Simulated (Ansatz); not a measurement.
# Deforming NaF

```
CELL_PARAMETERS angstrom
0.00000 2.28589 2.28589
2.28589 0.00000 2.28589
2.28589 2.28589 0.00000
ATOMIC_POSITIONS crystal
Na 0.00000 0.00000 0.00000
F 0.50000 0.50000 0.50000
```

Atoms are numbered in the order listed.

Conventional cell: a = 4.572 Å, b = 4.572 Å, c = 4.572 Å, α = 90.00°, β = 90.00°, γ = 90.00°. Na (atom 1) is surrounded by 6 F at 2.29 Å. F (atom 2) is surrounded by 6 Na at 2.29 Å.

The cell is the one relaxed in the Materials Project (mp-682), not relaxed further here; entries there can be hypothetical.

Computed with Ansatz 0.2.0, DFT, LDA, all-electron LAPW, scalar-relativistic.

Settings: a Γ-centred 10×10×10 k mesh, Fermi–Dirac smearing of 0.03 eV, basis error target 0.25 meV/atom, no spin polarisation.

The unchanged cell is at -2.48 GPa.

Semilocal functionals give too small gaps.

x, y and z are the Cartesian axes of the cell as listed; fractional coordinates follow a strain, and an engineering shear is twice the off-diagonal strain component.

Q: One change gave: energy change +2 meV/atom; stress change (xx, yy, zz, yz, xz, xy) 0.02, 0.02, -0.04, 0.00, 0.00, -1.16 GPa, compression positive; gap on the k mesh 6.18 → 6.12 eV. Which change was it?
A. atom 2 (F) moved by (0.1200, 0.0000, 0.0000) Å
B. xy engineering shear strain of +4 %
C. equal xy, yz and zx engineering shear strains of -2 %

A: B. For equal xy, yz and zx engineering shear strains of -2 %: energy change +1 meV/atom; stress change (xx, yy, zz, yz, xz, xy) 0.00, 0.00, 0.00, 0.55, 0.55, 0.55 GPa, compression positive; gap on the k mesh 6.18 → 6.13 eV. For atom 2 (F) moved by (0.1200, 0.0000, 0.0000) Å: energy change +9 meV/atom; stress change (xx, yy, zz, yz, xz, xy) 1.73, -0.11, -0.11, 0.00, 0.00, 0.00 GPa, compression positive; change of the force on F2 (-0.308, 0.000, 0.000) eV/Å; gap on the k mesh 6.18 → 6.18 eV.

Q: What force constant does this one finite step give for F2 along its displacement (all its periodic images move with it)?

A: k = −ΔF·u/|u|² = 2.56 eV/Å², so the force pulls the atom back.
